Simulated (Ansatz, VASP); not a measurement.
**One calculation of Ir, two programs**

```
Ir
1.0
     0.00000    1.92608    1.92608
     1.92608    0.00000    1.92608
     1.92608    1.92608    0.00000
Ir
1
Direct
  0.00000 0.00000 0.00000
```

Change from the starting cell: volume scaled by 1.01.

Alike in both runs: task single point; functional PBE; k mesh 15 × 15 × 15; occupations fermi-dirac, width 0.05 eV; no spin polarisation.

```csv
,VASP,Ansatz
version,VASP 6.6.1,Ansatz 0.2.0
potentials or method,"VASP PAW PBE potentials, release 64 (Ir), cutoff 520 eV","all-electron LAPW, scalar-relativistic"
```

```tsv
	VASP	Ansatz	Ansatz less VASP
pressure (GPa)	5.7	5.0	-0.62
```

Ansatz ran all-electron here, so the differences hold the error of VASP's frozen core and of both bases.

Spin-orbit coupling is left out, which matters for the levels of Ir.
